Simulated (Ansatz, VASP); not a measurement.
## BaTe: VASP beside Ansatz

INCAR

```
SYSTEM = BaTe
PREC = Accurate
ENCUT = 520
EDIFF = 1E-6
ISMEAR = 0
SIGMA = 0.05
LREAL = .False.
LASPH = .True.
NELM = 100
ALGO = Normal
ISIF = 2
LWAVE = .False.
LCHARG = .False.
GGA = PE
NBANDS = 15
```

File KPOINTS:

```
regular mesh
0
Gamma
  8 8 8
  0 0 0
```

POSCAR

```
BaTe
1.0
    0.0000000000      3.4100000000      3.4100000000
    3.4100000000      0.0000000000      3.4100000000
    3.4100000000      3.4100000000      0.0000000000
Ba Te
1 1
Direct
    0.0000000000      0.0000000000      0.0000000000
    0.4926686217      0.4926686217      0.5073313783
```

Input for Ansatz:

```yaml
crystal:
  lattice:
    - [0.0, 3.41, 3.41]
    - [3.41, 0.0, 3.41]
    - [3.41, 3.41, 0.0]
  atoms:
    - { symbol: Ba, position: [0.0, 0.0, 0.0] }
    - { symbol: Te, position: [0.4926686217, 0.4926686217, 0.5073313783] }
basis:
  ecutwfc: 420
kpoints:
  mp_grid: { grid: [8, 8, 8] }
hamiltonian:
  xc: pbe
scf:
  occupations: { method: gaussian, width: 0.05 }
output:
  forces: true
  stress: true
  eigenvalues: true
```

Change from the starting cell: all Te atoms moved +0.050 Å, as atom 2 towards its neighbour atom 1 (Ba) at 3.410 Å.

Alike in both runs: task single point; functional PBE; k mesh 8 × 8 × 8; occupations gaussian, width 0.05 eV; no spin polarisation.

|  | VASP | Ansatz |
| --- | --- | --- |
| version | VASP 6.6.1 | Ansatz 0.2.0 |
| potentials or method | VASP PAW PBE potentials, release 64 (Ba_sv, Te) | scalar-relativistic, plane waves, PAW |
| plane-wave cutoff (eV) | 520 | 420 |
| valence electrons in the cell | 16 | 26 |

|  | VASP | Ansatz | Ansatz less VASP |
| --- | --- | --- | --- |
| gap on the k mesh at the Fermi level (eV) | 1.33 | 1.43 | +0.099 |
| least direct gap on the mesh (eV) | 1.71 | 1.77 | +0.061 |
| pressure (GPa) | 4.3 | 3.8 | -0.43 |
| largest component of the traceless stress (GPa) | 0.08 | 0.07 | -0.004 |
| rms of the force components (eV/Å) | 0.089 | 0.085 | -0.0041 |

Atom by atom the forces differ by 0.004 eV/Å (rms over components). The two sets of potentials don't hold the same shells in valence.

Caveats: spin-orbit coupling is left out, which moves the levels of the heavy elements. A k mesh can miss the band edges.
